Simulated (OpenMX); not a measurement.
The system is Si2Ni.

```
Ni Si
1.0
     0.00000    2.70300    2.70300
     2.70300    0.00000    2.70300
     2.70300    2.70300    0.00000
Ni Si
1 2
Direct
  0.00000 0.00000 0.00000
  0.75000 0.75000 0.75000
  0.25000 0.25000 0.25000
```

Base run:

* Program: OpenMX 3.8.5
* Functional: PBE
* Potentials or basis: OpenMX 2013 PBE set, Ni6.0H-s2p2d1, Si7.0-s2p1d1, grid cutoff 500 Ry
* k mesh: 9 × 9 × 9
* Occupations: fermi-dirac, width 0.05 eV
* Spin: collinear spin, ferromagnetic start
* Starting moments: [1.0, 0.0, 0.0] μB

Its results: pressure 9.9 GPa; net moment 0.00 μB per cell.

Q: The run is repeated on the same cell with these changes: functional from PBE to LDA; potentials or basis from OpenMX 2013 PBE set, Ni6.0H-s2p2d1, Si7.0-s2p1d1, grid cutoff 500 Ry to OpenMX 2013 LDA set, Ni6.0H-s3p2d2, Si7.0-s2p2d1, grid cutoff 500 Ry. What comes out?

A: Pressure -2.0 GPa; net moment 0.00 μB per cell.

Caveats: the basis of atomic orbitals isn't converged, which shifts pressures, moduli and gaps; the transition metal has a single d function, too few for pressures, volumes and moments (some runs).
